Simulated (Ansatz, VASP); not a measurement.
## Eu: VASP beside Ansatz

```
Eu
1.0
     2.58225    0.00000    0.00000
     0.00000    2.58225    0.00000
     0.00000    0.00000    2.58225
Eu
1
Direct
  0.00000 0.00000 0.00000
```

Change from the starting cell: volume scaled by 0.4, LAPW.

Alike in both runs: task single point; functional PBE; k mesh 11 × 11 × 11; occupations fermi-dirac, width 0.1 eV; collinear spin.

```csv
,VASP,Ansatz
version,VASP 6.6.1,Ansatz 0.2.0
potentials or method,"VASP PAW PBE potentials, release 64 (Eu), cutoff 520 eV","all-electron LAPW, scalar-relativistic"
```

|  | VASP | Ansatz | Ansatz less VASP |
| --- | --- | --- | --- |
| pressure (GPa) | 60.6 | 59.5 | -1.10 |
| net moment per atom (μB) | 6.72 | 6.72 | -0.004 |
| size of the moment on the site where the two differ most (μB) | 6.52 | 6.58 | +0.054 |

Site moments also hang on the region over which each program counts them. Ansatz ran all-electron here, so the differences hold the error of VASP's frozen core and of both bases.

Caveats: the cell as given lies far from equilibrium; so large a pressure means that the cell lies far from this level's equilibrium, or that cutoff or potentials fall short (VASP). The state reached can hang on the start; a lower one may exist.
